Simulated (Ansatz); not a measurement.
# CaF2: the cost of one run

Method: DFT LDA, scalar-relativistic, plane waves, PAW, in Ansatz 0.2.0.

1 further run of the same task is left out (set aside as unsound or not needed).

### 1 Starting point

It takes space group Fm-3m (No. 225, cubic). Conventional cell: a = 5.462 Å, b = 5.462 Å, c = 5.462 Å, α = 90.00°, β = 90.00°, γ = 90.00°. Ca (site symmetry m-3m) is surrounded by 8 F at 2.37 Å. F (site symmetry -43m) is surrounded by 4 Ca at 2.37 Å.

Structure file:

```
Ca F
1.0
     0.00000    2.73125    2.73125
     2.73125    0.00000    2.73125
     2.73125    2.73125    0.00000
Ca F
1 2
Direct
  0.00000 0.00000 0.00000
  0.25000 0.25000 0.25000
  0.75000 0.75000 0.75000
```

The structure comes from the Crystallography Open Database.

### 2 Another functional, on a distorted cell: LDA

Against the listed cell: strain xx, yy, zz, yz, xz, xy = -2.4, -2.4, -2.4, +0.0, +0.0, +0.0 %.

input.yaml

```yaml
crystal:
  lattice:
    - [0.0, 2.664552875, 2.664552875]
    - [2.664552875, 0.0, 2.664552875]
    - [2.664552875, 2.664552875, 0.0]
  atoms:
    - { symbol: Ca, position: [0.0, 0.0, 0.0] }
    - { symbol: F, position: [0.25, 0.25, 0.25] }
    - { symbol: F, position: [0.75, 0.75, 0.75] }
basis:
  ecutwfc: 420
kpoints:
  mp_grid: { grid: [8, 8, 8] }
hamiltonian:
  xc: lda
scf:
  occupations: { method: gaussian, width: 0.02 }
output:
  forces: true
  stress: true
  eigenvalues: true
  write_density: true
  write_potential: true
  elf: true
  volumetric_format: npy
```

The run is started by

```bash
$ ansatz run input.yaml --threads 1 --pin off --max-ram 1331MiB --backend cpu --events-out ev --progress --plain --runs-dir out
```

**Question.** How long does this run take on 1 thread of Intel Xeon Platinum 8375C at 2.90GHz (Ice Lake), shared host, and how much memory does it need?

About 1.3 s, with a peak of 0.32 GiB.
